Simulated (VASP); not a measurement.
# A VASP 6.6.1 single-point calculation on AlAs

INCAR

```
PREC = Accurate
ISMEAR = 0
LASPH = .TRUE.
NELM = 63
NSW = 0
ALGO = Normal
METAGGA = R2SCAN
ENCUT = 60
SIGMA = 0.01
IBRION = -1
EDIFF = 1E-7
LWAVE = .FALSE.
LREAL = .FALSE.
NBANDS = 11
ISIF = 2
LCHARG = .FALSE.
```

KPOINTS

```
KPOINTS created by Atomic Simulation Environment
0
Gamma
8 8 8
0 0 0
```

POSCAR

```
Al As
 1.0000000000000000
     0.0000000000000000    2.8389246377751847    2.8389246377751847
     2.8389246377751847    0.0000000000000000    2.8389246377751847
     2.8389246377751847    2.8389246377751847    0.0000000000000000
 Al  As
   1   1
Cartesian
  0.0000000000000000 -0.0000000000000000 -0.0000000000000000
  1.4194623188875921  1.4194623188875921  1.4194623188875921
```

The recommended PBE PAW datasets give the neutral cell 8 valence electrons.

Command

```
mpirun -np 1 vasp_std
```

OSZICAR

```
N       E                     dE             d eps       ncg     rms          rms(c)
DAV:   1    -0.195748910190E+02   -0.19575E+02   -0.94479E+02   736   0.109E+02
DAV:   2    -0.240624036949E+02   -0.44875E+01   -0.44324E+01   756   0.306E+01
DAV:   3    -0.241026903905E+02   -0.40287E-01   -0.40282E-01   761   0.251E+00
DAV:   4    -0.241027101659E+02   -0.19775E-04   -0.19775E-04   697   0.611E-02
DAV:   5    -0.241027101783E+02   -0.12418E-07   -0.12388E-07   755   0.138E-03    0.124E+01
DAV:   6    -0.230876795752E+02    0.10150E+01   -0.13149E-01   692   0.139E+00    0.821E+00
DAV:   7    -0.231538016099E+02   -0.66122E-01   -0.96601E-02   757   0.139E+00    0.834E-01
DAV:   8    -0.231527985519E+02    0.10031E-02   -0.24708E-03   689   0.204E-01    0.914E-02
DAV:   9    -0.231528663508E+02   -0.67799E-04   -0.31949E-04   754   0.689E-02    0.780E-02
DAV:  10    -0.231528411038E+02    0.25247E-04   -0.12758E-05   736   0.167E-02    0.281E-02
DAV:  11    -0.231528417451E+02   -0.64135E-06   -0.66060E-06   757   0.104E-02    0.293E-03
DAV:  12    -0.231528441896E+02   -0.24445E-05   -0.13171E-07   707   0.166E-03    0.616E-04
DAV:  13    -0.231528448320E+02   -0.64244E-06   -0.46501E-09   385   0.287E-04    0.647E-04
DAV:  14    -0.231528449473E+02   -0.11522E-06   -0.27999E-10   352   0.777E-05    0.421E-05
DAV:  15    -0.231528449849E+02   -0.37639E-07   -0.24143E-11   343   0.201E-05
   1 F= -.23152845E+02 E0= -.23152845E+02  d E =-.801702E-27
```

It converged. Results: gap between bands v and c on the k mesh 1.83 eV; least direct gap on the k mesh 2.39 eV; pressure -15.3 GPa. Band v is the last that the valence electrons fill when counted band by band, and c is the next.

Problem. What is wrong with this input?

Solution. Cutoff far too low. On sound settings r²SCAN gives a gap of 1.81 eV on its mesh and a pressure of 0.0 GPa for the intended cell. This run's energy (σ→0) differs from it by -229 meV an atom.
